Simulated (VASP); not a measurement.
VASP inputs for CdSe (zincblende)

INCAR

```
NSW = 0
LREAL = .FALSE.
ENCUT = 520
NBANDS = 16
ALGO = Normal
ISIF = 2
SIGMA = 0.01
PREC = Accurate
LASPH = .TRUE.
METAGGA = R2SCAN
NELM = 120
LCHARG = .FALSE.
ISMEAR = 0
EDIFF = 1E-7
LWAVE = .FALSE.
IBRION = -1
```

KPOINTS

```
KPOINTS created by Atomic Simulation Environment
0
Gamma
8 8 8
0 0 0
```

KPOINTS_OPT

```
special points
6
Reciprocal
0.0000000000 0.0000000000 0.0000000000 1
0.5000000000 0.0000000000 0.5000000000 1
0.5000000000 0.2500000000 0.7500000000 1
0.3750000000 0.3750000000 0.7500000000 1
0.5000000000 0.5000000000 0.5000000000 1
0.6250000000 0.2500000000 0.6250000000 1
```

POSCAR

```
Cd Se
 1.0000000000000000
    -0.0000000000000000    3.0677809653893693    3.0677809653893693
     3.0677809653893693    0.0000000000000000    3.0677809653893693
     3.0677809653893693    3.0677809653893693    0.0000000000000000
 Cd  Se
   1   1
Cartesian
  0.0000000000000000  0.0000000000000000  0.0000000000000000
  1.5338904826946846  1.5338904826946846  1.5338904826946846
```

VASP ran with the recommended PBE PAW datasets (18 valence electrons in the cell).

Problem. Predict the results.

Solution. gap between bands v and c 1.03 eV; least direct gap 1.03 eV; pressure 0.2 GPa.

Band v is the last that the valence electrons fill when counted band by band, and c is the next. Levels in eV from the top of v:

```tsv
point	v−1	v	c	c+1
Γ	0.00	0.00	1.03	6.47
X	-1.80	-1.80	3.50	4.13
W	-2.18	-2.13	5.42	5.51
K	-2.45	-1.47	4.09	5.51
L	-0.72	-0.72	2.83	6.92
```
